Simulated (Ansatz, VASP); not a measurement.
**Two plane-wave programs on Cu**

File INCAR:

```
SYSTEM = Cu
  PREC = Accurate
  ENCUT = 520
  EDIFF = 1E-6
  ISMEAR = -1
  SIGMA = 0.1
  LREAL = .FALSE.
  LASPH = .TRUE.
  NELM = 100
  ALGO = Normal
  ISIF = 2
  LWAVE = .FALSE.
  LCHARG = .FALSE.
  GGA = PS
  NBANDS = 12
```

The input KPOINTS:

```
Automatic mesh
0
G
  14 14 14
  0 0 0
```

Contents of POSCAR:

```
Cu
1.0
    0.0000000000      1.7830713297      1.7830713297
    1.7830713297      0.0000000000      1.7830713297
    1.7830713297      1.7830713297      0.0000000000
Cu
1
Direct
    0.0000000000      0.0000000000      0.0000000000
```

Input for Ansatz:

```yaml
crystal:
  lattice:
    - [0.0, 1.7830713297409302, 1.7830713297409302]
    - [1.7830713297409302, 0.0, 1.7830713297409302]
    - [1.7830713297409302, 1.7830713297409302, 0.0]
  atoms:
    - { symbol: Cu, position: [0.0, 0.0, 0.0] }
basis:
  ecutwfc: 500.0
kpoints:
  mp_grid:
    grid: [14, 14, 14]
hamiltonian:
  xc: pbesol
scf:
  occupations:
    method: fermi_dirac
    width: 0.1
output:
  stress: true
```

Alike in both runs: task single point; functional PBEsol; k mesh 14 × 14 × 14; occupations fermi-dirac, width 0.1 eV; no spin polarisation.

|  | VASP | Ansatz |
| --- | --- | --- |
| version | VASP 6.6.1 | Ansatz 0.2.0 |
| potentials or method | VASP PAW PBE potentials, release 64 (Cu) | plane waves, PAW |
| plane-wave cutoff (eV) | 520 | 500 |
| valence electrons in the cell | 11 | 19 |

|  | VASP | Ansatz | Ansatz less VASP |
| --- | --- | --- | --- |
| pressure (GPa) | 0.4 | -0.3 | -0.73 |

The two sets of potentials don't hold the same shells in valence.

Caveats: the PAW data sets were made with another functional, which shifts forces and pressure a little (VASP).
